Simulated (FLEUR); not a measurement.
**V under changes of volume**

One of the cells (13.891 Å³/atom); the others are scaled copies at fixed shape and fractional positions:

```
V
1.0
    -1.51435    1.51435    1.51435
     1.51435   -1.51435    1.51435
     1.51435    1.51435   -1.51435
V
1
Cartesian
  0.0000 0.0000 0.0000
```

| Item | Value |
| --- | --- |
| Program | FLEUR MaX-R8.1 (later development tree) |
| Functional | SCAN |
| Potentials or basis | all-electron |
| Basis | FLAPW |
| Kmax | 4.36 1/bohr |
| k mesh | 12 × 12 × 12 |
| Occupations | fermi-dirac, width 0.05 eV |
| Spin | collinear spin, ferromagnetic start |
| Starting moments | [2.0] μB |

```csv
volume (Å³/atom),energy over the lowest point (meV/atom),moment (μB per cell)
13.058,1.30,0.59
13.336,0.00,0.60
13.891,?,?
14.447,56.32,0.62
14.725,83.00,0.63
```

Task: What does the run at 13.891 Å³/atom give?

Result: Energy over the lowest point 16.96 meV/atom; moment 0.61 μB per cell.

Worked out: A Birch-Murnaghan fit of order 2 (a polynomial in V^(-2/3)) to the other rows has its minimum at 13.25 Å³/atom with B0 = V·E''(V) = 194 GPa. It gives 17.05 meV/atom at 13.891 Å³/atom, against the run's 16.96. A straight line through the other rows of the moment, of slope 0.0222 μB per Å³/atom, gives 0.61 μB, against the run's 0.61.

Energies are extrapolated to zero smearing.

Caveats: the meta-GGA is that of a development version, with a GGA for the radial functions and cores and without core tails.
